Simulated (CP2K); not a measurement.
Se:

```
CELL_PARAMETERS angstrom
4.36620 0.00000 0.00000
-2.18310 3.78124 0.00000
0.00000 0.00000 4.95360
ATOMIC_POSITIONS crystal
Se 0.77460 0.77460 0.00000
Se 0.00000 0.22540 0.66667
Se 0.22540 0.00000 0.33333
```

Base run:

```yaml
Program: CP2K 2026.2
Functional: TB-mBJ
Potentials_or_basis: POTENTIAL_UZH Se GTH-PBE-q6; TZVP-MOLOPT-PBE-GTH basis
Density_cutoff: 9184 eV
k_mesh: 7 × 7 × 6
Occupations: fermi-dirac, width 0.05 eV
Spin: no spin polarisation
```

Its results: band gap on the k mesh 1.48 eV, indirect (least direct gap 1.75 eV).

Problem. After a change of settings the same cell gave: band gap on the k mesh 1.04 eV, indirect (least direct gap 1.39 eV). Which change was it?
A. functional from TB-mBJ to vdW-DF2
B. functional from TB-mBJ to revPBE
C. functional from TB-mBJ to LDA
D. occupations from fermi-dirac, width 0.05 eV to fermi-dirac, width 0.0259 eV; eps_default from 1.0E-9 to 1.0E-10; potential files from those of the base run to others of the same set

Solution. C.

Caveats: the basis of atomic orbitals isn't converged, which shifts pressures, moduli and gaps; this is a model potential without an energy functional, so only levels have meaning (some runs); the mesh misses the band edges, which the band path finds closer together (some runs); an odd mesh through Γ misses points on the zone boundary, where band edges often lie (some runs).

Not every run made on this cell is shown here.
